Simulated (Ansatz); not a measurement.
**Convergence study of the plane-wave cutoff for InN (R3m, 2 atoms in the cell)**

```
InN
1.0
    0.00000     2.47755     2.47755
    2.47755     0.00000     2.47755
    2.47755     2.47755     0.00000
In N
1 1
Cartesian
  0.02887   0.02887   0.02887
  1.23877   1.23877   1.23877
```

Level of theory: LDA (PW92), default PAW files made with PBE (plane waves; Ansatz, a quantum-chemistry and plane-wave program).

Base settings: basis.ecutwfc = 420 eV; kpoints.mp_grid.grid = 9 9 9; hamiltonian.xc = lda; hamiltonian.pseudopotentials = {kind: paw} (the program's default PAW files); scf.occupations.method = fermi_dirac; scf.occupations.width = 0.02 eV.

The second cell is the first with its lattice scaled by 0.98.

The mesh stays at the base's, so the ladder's end is converged at best in this setting alone.

The first pressure column holds Ansatz's estimate of the finite-basis (Pulay) stress, which hides part of the cutoff error; the other is without it.

Only quantities that move along the ladder and can be compared are tabulated.

The count of work is k-points × plane waves × bands × iterations; it is no time. 

The starting cell has typed, rounded lattice constants, without a prior relaxation at this level. Its lattice was rescaled by up to half a per cent. One atom was moved a little off its site on purpose. The run gives no clean gap (levels at the Fermi energy touch, overlap or are partly filled at this smearing), which alone does not show that the compound is a metal.

| basis.ecutwfc | free energy less the last step's (meV/atom) | energy of the compressed cell less the first (meV/atom) | pressure (GPa) | pressure without the Pulay estimate (GPa) | largest difference of a force vector from the last step's (eV/Å) | count of work / last |
|---|---|---|---|---|---|---|
| 145 eV | 38280.68 | -233.82 | -9.11 | -1269.44 | 0.720 | 0.068 |
| 170 eV | 16287.26 | 48.29 | 8.24 | -656.20 | 0.255 | 0.088 |
| 190 eV | 8079.26 | 23.39 | 9.11 | -369.59 | 0.220 | 0.088 |
| 210 eV | 3889.02 | 100.65 | 9.71 | -200.33 | 0.326 | 0.095 |
| 230 eV | 1943.96 | -3.99 | -1.97 | -110.76 | 0.173 | 0.12 |
| 250 eV | 966.99 | 25.38 | -2.43 | -59.80 | 0.039 | 0.13 |
| 295 eV | 228.23 | 17.74 | -1.99 | -16.37 | 0.007 | 0.15 |
| 335 eV | 66.10 | 21.47 | -0.95 | -5.79 | 0.004 | 0.18 |
| 380 eV | 16.77 | 19.99 | -1.07 | -2.40 | 0.002 | 0.24 |
| 420 eV | 5.04 | 19.83 | -1.09 | -1.55 | 0.001 | 0.27 |
| 460 eV | 1.47 | 19.84 | -1.09 | -1.23 | 0.000 | 0.31 |
| 505 eV | 0.65 | 19.78 | -1.10 | -1.12 | 0.000 | 0.34 |
| 565 eV | 0.44 | 19.77 | -1.10 | -1.12 | 0.000 | 0.42 |
| 630 eV | 0.24 | 19.78 | -1.10 | -1.11 | 0.000 | 0.48 |
| 735 eV | 0.15 | 19.77 | -1.10 | -1.10 | 0.000 | 0.61 |
| 840 eV | 0.09 | 19.77 | -1.10 | -1.11 | 0.000 | 0.76 |
| 1010 eV | 0.00 | 19.76 | -1.10 | -1.11 | 0.000 | 1.0 |

Coarsest basis.ecutwfc that holds the forces within 0.005 eV/Å of the last step, with all finer ones: 335 eV, at 0.18 of the last step's count of work; the step before is off by 0.007 eV/Å.

Coarsest basis.ecutwfc that holds the free energy within 2 meV/atom of the last step, with all finer ones: 460 eV, at 0.31 of the last step's count of work; the step before is off by 5.0 meV/atom.

Coarsest basis.ecutwfc that holds the pressure without the Pulay estimate within 0.5 GPa of the last step, with all finer ones: 420 eV, at 0.27 of the last step's count of work; the step before is off by 1.3 GPa.

The energy difference between the two cells stays within 1 meV/atom of the last step's from 380 eV on, the total only from 505 eV on: much of the error is common to both cells and cancels.

At the lowest cutoff the pressure without the Pulay estimate lies 1270 GPa under the last step's, the usual sign of Pulay stress in an incomplete plane-wave basis.

Keys are those of Ansatz 0.2.
